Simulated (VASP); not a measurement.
# Cr (P6_3/mmc) in VASP: a series of runs

Runs on Cr. Level: PBEsol. Tasks: single point.

Program: VASP 6.6.1. These are calculated values, not measurements. Logs are shortened: lines on timing, memory, paths and dates and some standing lists are left out, and cuts for length are marked.

## Step 1: The structure

Symmetry: P6_3/mmc, No. 194, hexagonal system. The conventional cell has a = 2.714 Å, b = 2.714 Å, c = 4.410 Å, α = 90.00°, β = 90.00°, γ = 120.00°. Around Cr (site symmetry -6m2) lie 12 Cr at 2.71 Å.

This isn't the form of Cr at room conditions, which is bcc.

## Step 2: Single point, PBEsol, collinear spin, ferromagnetic start

The input, INCAR:

```
SYSTEM = Cr
ADDGRID = .FALSE.
ALGO = Normal
EDIFF = 0.001
ENCUT = 400
GGA = PS
ISIF = 2
ISMEAR = 1
ISPIN = 2
LASPH = .TRUE.
LCHARG = .FALSE.
LMAXMIX = 4
LORBIT = 11
LREAL = .FALSE.
LWAVE = .FALSE.
MAGMOM = 3 3
NELM = 100
PREC = Accurate
SIGMA = 0.1
```

The input, KPOINTS:

```
k-points
0
G
  15 15 8
  0 0 0
```

The input, POSCAR:

```
Cr
1.0
    2.7140000000      0.0000000000      0.0000000000
   -1.3570000000      2.3503929459      0.0000000000
    0.0000000000      0.0000000000      4.4100000000
Cr
2
Direct
    0.6666666667      0.3333333333      0.7500000000
    0.3333333333      0.6666666667      0.2500000000
```

Potentials or basis: VASP PAW PBE potentials, release 64 (Cr_pv).

Launch:

```bash
$ cat potpaw_PBE.64/Cr_pv/POTCAR > POTCAR
$ mpirun -np 1 vasp_std > vasp.out
```

OUTCAR:

```text
SYSTEM = Cr
   EDIFF = 0.001
   ENCUT = 400
   GGA = PS
   ISIF = 2
   ISMEAR = 1
   ISPIN = 2
   LASPH = .TRUE.
   LORBIT = 11
   LREAL = .FALSE.
   NELM = 100
   PREC = Accurate

 Found    135 irreducible k-points:

 Following reciprocal coordinates:
            Coordinates               Weight
  0.000000  0.000000  0.000000      1.000000
  0.066667 -0.000000  0.000000      6.000000
  0.133333  0.000000  0.000000      6.000000
  0.200000 -0.000000  0.000000      6.000000
  0.266667  0.000000  0.000000      6.000000
  0.333333  0.000000  0.000000      6.000000
   k-points           NKPTS =    135   k-points in BZ     NKDIM =    135   number of bands    NBANDS=     19
   number of dos      NEDOS =    301   number of ions     NIONS =      2
   total plane-waves  NPLWV =   9720
   dimension x,y,z NGX =    18 NGY =   18 NGZ =   30
   dimension x,y,z NGXF=    36 NGYF=   36 NGZF=   60
   ions per type =               2
   NGX,Y,Z   is equivalent  to a cutoff of  11.03, 11.03, 11.31 a.u.
   NGXF,Y,Z  is equivalent  to a cutoff of  22.05, 22.05, 22.62 a.u.
 SYSTEM =  Cr
   PREC   = accura    normal or accurate (medium, high low for compatibility)
   ISTART =      0    job   : 0-new  1-cont  2-samecut
   ICHARG =      2    charge: 1-file 2-atom 10-const
   ISPIN  =      2    spin polarized calculation?
   LNONCOLLINEAR =      F non collinear calculations
   LSORBIT =      F    spin-orbit coupling
   LASPH  =      T    aspherical Exc in radial PAW
   ENCUT  =  400.0 eV  29.40 Ry    5.42 a.u.   4.43  4.43  7.19*2*pi/ulx,y,z
   NELM   =    100;   NELMIN=  2; NELMDL= -5     # of ELM steps
   EDIFF  = 0.1E-02   stopping-criterion for ELM
   LREAL  =      F    real-space projection
   EDIFFG = 0.1E-01   stopping-criterion for IOM
   NSW    =      0    number of steps for IOM
   IBRION =     -1    ionic relax: 0-MD 1-quasi-New 2-CG
   NFREE  =      0    steps in history (QN), initial steepest desc. (CG)
   ISIF   =      2    stress and relaxation
   ISYM   =      2    0-nonsym 1-usesym 2-fastsym
   POTIM  = 0.5000    time-step for ionic-motion
   TEBEG  =    0.0;   TEEND  =   0.0 temperature during run
   PSTRESS=    0.0 pullay stress
   NELECT =      24.0000    total number of electrons
   NUPDOWN=      -1.0000    fix difference up-down
   EMIN   =  10.00;   EMAX   =-10.00  energy-range for DOS
   EFERMI =   0.00;   METHOD = LEGACY
   ISMEAR =     1;   SIGMA  =   0.10  broadening in eV -4-tet -1-fermi 0-gaus
   EFERMI_NEDOS =   21; number of points for ismear=-14 and -15
   IALGO  =     38    algorithm
   IMIX   =      4    mixing-type and parameters
     AMIX     =   0.40;   BMIX     =  1.00
     AMIX_MAG =   1.60;   BMIX_MAG =  1.00
  volume/ion in A,a.u.               =      14.07        94.92
  Fermi-wavevector in a.u.,A,eV,Ry     =   1.552681  2.934142 32.801180  2.410819
  Thomas-Fermi vector in A             =   2.657021
   LORBIT       =     11    0 simple, 1 ext, 2 COOP (PROOUT), +10 PAW based schemes
   GGA     = PS    functional components
   LHFCALC =     F    Hartree Fock is set to
   AEXX    =    0.0000 exact exchange contribution
   IVDW    =     0    specifies the selected vdW correction
   LEPSILON=     F    determine dielectric tensor
   LRPA    =     F    only Hartree local field effects (RPA)
 spin polarized calculation
 Methfessel and Paxton  Order N= 1 SIGMA  =   0.10
  energy-cutoff  :      400.00
  volume of cell :       28.13
 maximum number of plane-waves:       537
 NGX is ok and might be reduce to    18
   NGX =  9   NGY =  9   NGZ = 15

 number of electron      24.0000004 magnetization       1.8798908

 Free energy of the ion-electron system (eV)
  ---------------------------------------------------
  ext. energy  EPLUGINS =         0.00000000
  ---------------------------------------------------
  free energy    TOTEN  =       -18.90021158 eV

  energy without entropy =      -18.90039810  energy(sigma->0) =      -18.90027375

 E-fermi :   8.1422     XC(G=0): -12.6933

 val. band max:        8.1418861132   @ k =   0.0000   0.0000   0.2500
 cond. band min:       8.1425860051   @ k =   0.3333   0.2000   0.0000
 fundamental gap:      0.0006998919
 Fermi energy:         8.1422402120

 spin component 1

 k-point     1 :       0.0000    0.0000    0.0000
  band No.  band energies     occupation
      1     -35.1874      1.00000
      2     -34.8464      1.00000
      3     -34.8464      1.00000
      4     -34.7793      1.00000
      5     -34.7793      1.00000
      6     -34.6975      1.00000
[... 11 lines left out ...]
     18       9.5050     -0.00000
     19      14.9366      0.00000
[... 89 lines left out ...]
 k-point     6 :       0.3333    0.0000    0.0000
  band No.  band energies     occupation
      1     -35.1195      1.00000
      2     -35.0485      1.00000
      3     -35.0439      1.00000
      4     -34.9274      1.00000
      5     -34.8256      1.00000
      6     -34.7644      1.00000
[... 11 lines left out ...]
     18      14.9186      0.00000
     19      15.1932      0.00000

 [... further k-points ...]

 spin component 2

 k-point     1 :       0.0000    0.0000    0.0000
  band No.  band energies     occupation
      1     -34.3851      1.00000
      2     -33.9508      1.00000
      3     -33.9508      1.00000
      4     -33.8842      1.00000
      5     -33.8824      1.00000
      6     -33.8824      1.00000
[... 11 lines left out ...]
     18      10.3870      0.00000
     19      15.9611      0.00000
[... 89 lines left out ...]
 k-point     6 :       0.3333    0.0000    0.0000
  band No.  band energies     occupation
      1     -34.2381      1.00000
      2     -34.2310      1.00000
      3     -34.1581      1.00000
      4     -34.0337      1.00000
      5     -33.9525      1.00000
      6     -33.9296      1.00000
[... 11 lines left out ...]
     18      15.4857      0.00000
     19      15.9188      0.00000

 [... further k-points ...]

------------------------ aborting loop because EDIFF is reached ----------------------------------------

  FORCE on cell =-STRESS in cart. coord.  units (eV):
  Direction    XX          YY          ZZ          XY          YZ          ZX
  --------------------------------------------------------------------------------------
  -------------------------------------------------------------------------------------
  Total       -6.2134296     -6.2134296     -5.4602239     -0.0000000     -0.0000000     -0.0000000
  in kB     -353.8775866   -353.8775866   -310.9797608     -0.0000000     -0.0000000     -0.0000000
  external PRESSURE =    -339.5783113 kB  Pullay stress =       0.0000000 kB

 VOLUME and BASIS-vectors are now :
 -----------------------------------------------------------------------------
  energy-cutoff  :      400.00
  volume of cell :       28.13
      direct lattice vectors                 reciprocal lattice vectors
     2.714000000  0.000000000  0.000000000     0.368459838  0.212730387  0.000000000
    -1.357000000  2.350392946  0.000000000     0.000000000  0.425460773  0.000000000
     0.000000000  0.000000000  4.410000000     0.000000000  0.000000000  0.226757370

 POSITION                                       TOTAL-FORCE (eV/Angst)
 -----------------------------------------------------------------------------------
      1.35700      0.78346      3.30750        -0.000000      0.000000      0.000000
     -0.00000      1.56693      1.10250         0.000000     -0.000000      0.000000
 -----------------------------------------------------------------------------------
    total drift:                               -0.000000      0.000000     -0.000000

  FREE ENERGIE OF THE ION-ELECTRON SYSTEM (eV)
  ---------------------------------------------------
  free  energy   TOTEN  =       -18.9002115779 eV

  energy  without entropy=      -18.9003981035  energy(sigma->0) =      -18.90027375

 total charge

# of ion       s       p       d       tot
------------------------------------------
    1        0.375   6.283   4.054  10.712
    2        0.375   6.283   4.054  10.712
--------------------------------------------------
tot          0.750  12.566   8.107  21.423

 magnetization (x)

# of ion       s       p       d       tot
------------------------------------------
    1        0.001   0.025   0.836   0.862
    2        0.001   0.025   0.836   0.862
--------------------------------------------------
tot          0.002   0.049   1.673   1.723
```

stdout:

```text
POSCAR found type information on POSCAR Cr
 POSCAR found :  1 types and       2 ions
 scaLAPACK will be used
 -----------------------------------------------------------------------------
|                                                                             |
|                                                                             |
|     You enforced a specific xc type in the INCAR file but a different       |
|     I HOPE YOU KNOW WHAT YOU ARE DOING!                                     |
|                                                                             |
 -----------------------------------------------------------------------------

 LDA part: xc-table for (Slater+PW92), standard interpolation
 POSCAR, INCAR and KPOINTS ok, starting setup
 FFT: planning ... GRIDC
 FFT: planning ... GRID_SOFT
 FFT: planning ... GRID
 WAVECAR not read
 entering main loop
```

Wall time 47 s (1 thread of Intel Xeon Platinum 8488C (Sapphire Rapids), shared host); peak memory 0.18 GiB.

The run converged, but some of its settings lie outside the range that counts as converged, so its numbers aren't taken as properties of the crystal.

What came out:

```yaml
Free_energy: -18.9002 eV
Pressure: -34.0 GPa
Band_gap_on_the_k_mesh: none (metal or under the smearing width)
Net_moment: 1.88 μB per cell
Site_moments: Cr +0.86 μB
Valence_electrons_inside_the_program's_atomic_spheres: Cr 10.71
```

Caveat: a pressure of tens of GPa on the cell as given is suspect, and the run, the potentials or the cell itself is likely at fault; the PAW data sets were made with another functional, which shifts forces and pressure a little.

## Step 3: Single point, PBEsol, collinear spin, ferromagnetic start

Edit INCAR of step 2 so:

```diff
@@ -3,3 +3,3 @@
 ALGO = Normal
-EDIFF = 0.001
+EDIFF = 1E-4
 ENCUT = 400
```

KPOINTS is that of step 2.

POSCAR is that of step 2.

Potentials or basis: VASP PAW PBE potentials, release 64 (Cr_pv).

Launch:

```bash
$ cat potpaw_PBE.64/Cr_pv/POTCAR > POTCAR
$ mpirun -np 1 vasp_std > vasp.out
```

It took 49 s on 1 thread of Intel Xeon Platinum 8488C (Sapphire Rapids), shared host; peak memory 0.18 GiB.

These settings aren't checked as converged: the numbers below hold their error.

Results:

- Free energy: -18.9004 eV
- Pressure: -33.5 GPa
- Band gap on the k mesh: none (metal or under the smearing width)
- Net moment: 1.83 μB per cell
- Site moments: Cr +0.84 μB
- Valence electrons inside the program's atomic spheres: Cr 10.71

Caveat: a pressure of tens of GPa on the cell as given is suspect, and the run, the potentials or the cell itself is likely at fault; the PAW data sets were made with another functional, which shifts forces and pressure a little.

## Step 4: Single point, PBEsol, collinear spin, ferromagnetic start

Edit INCAR of step 3 so:

```diff
@@ -3,3 +3,3 @@
 ALGO = Normal
-EDIFF = 1E-4
+EDIFF = 1E-5
 ENCUT = 400
```

KPOINTS is that of step 3.

POSCAR is that of step 3.

Potentials or basis: VASP PAW PBE potentials, release 64 (Cr_pv).

Launch:

```bash
$ cat potpaw_PBE.64/Cr_pv/POTCAR > POTCAR
$ mpirun -np 1 vasp_std > vasp.out
```

OUTCAR:

```text
SYSTEM = Cr
   EDIFF = 1E-5
   ENCUT = 400
   GGA = PS
   ISIF = 2
   ISMEAR = 1
   ISPIN = 2
   LASPH = .TRUE.
   LORBIT = 11
   LREAL = .FALSE.
   NELM = 100
   PREC = Accurate

 Found    135 irreducible k-points:

 Following reciprocal coordinates:
            Coordinates               Weight
  0.000000  0.000000  0.000000      1.000000
  0.066667 -0.000000  0.000000      6.000000
  0.133333  0.000000  0.000000      6.000000
  0.200000 -0.000000  0.000000      6.000000
  0.266667  0.000000  0.000000      6.000000
  0.333333  0.000000  0.000000      6.000000
   k-points           NKPTS =    135   k-points in BZ     NKDIM =    135   number of bands    NBANDS=     19
[... 357 lines left out ...]
 -----------------------------------------------------------------------------
  energy-cutoff  :      400.00
  volume of cell :       28.13
      direct lattice vectors                 reciprocal lattice vectors
     2.714000000  0.000000000  0.000000000     0.368459838  0.212730387  0.000000000
    -1.357000000  2.350392946  0.000000000     0.000000000  0.425460773  0.000000000
     0.000000000  0.000000000  4.410000000     0.000000000  0.000000000  0.226757370

 POSITION                                       TOTAL-FORCE (eV/Angst)
 -----------------------------------------------------------------------------------
      1.35700      0.78346      3.30750        -0.000000     -0.000000      0.000000
     -0.00000      1.56693      1.10250         0.000000      0.000000      0.000000
 -----------------------------------------------------------------------------------
    total drift:                               -0.000000      0.000000     -0.000000

  FREE ENERGIE OF THE ION-ELECTRON SYSTEM (eV)
  ---------------------------------------------------
  free  energy   TOTEN  =       -18.9003942204 eV

  energy  without entropy=      -18.9008759747  energy(sigma->0) =      -18.90055481

 total charge

# of ion       s       p       d       tot
------------------------------------------
    1        0.376   6.283   4.054  10.712
    2        0.376   6.283   4.054  10.712
--------------------------------------------------
tot          0.751  12.566   8.107  21.424

 magnetization (x)

# of ion       s       p       d       tot
------------------------------------------
    1        0.001   0.024   0.815   0.840
    2        0.001   0.024   0.815   0.840
--------------------------------------------------
tot          0.002   0.048   1.630   1.680
```

Wall time 52 s (1 thread of Intel Xeon Platinum 8488C (Sapphire Rapids), shared host); peak memory 0.18 GiB.

The run converged, but some of its settings lie outside the range that counts as converged, so its numbers aren't taken as properties of the crystal.

Results:

| Item | Value |
| --- | --- |
| Free energy | -18.9004 eV |
| Pressure | -33.0 GPa |
| Band gap on the k mesh | none (metal or under the smearing width) |
| Net moment | 1.82 μB per cell |
| Site moments | Cr +0.84 μB |
| Valence electrons inside the program's atomic spheres | Cr 10.71 |

Caveat: a pressure of tens of GPa on the cell as given is suspect, and the run, the potentials or the cell itself is likely at fault; the PAW data sets were made with another functional, which shifts forces and pressure a little.
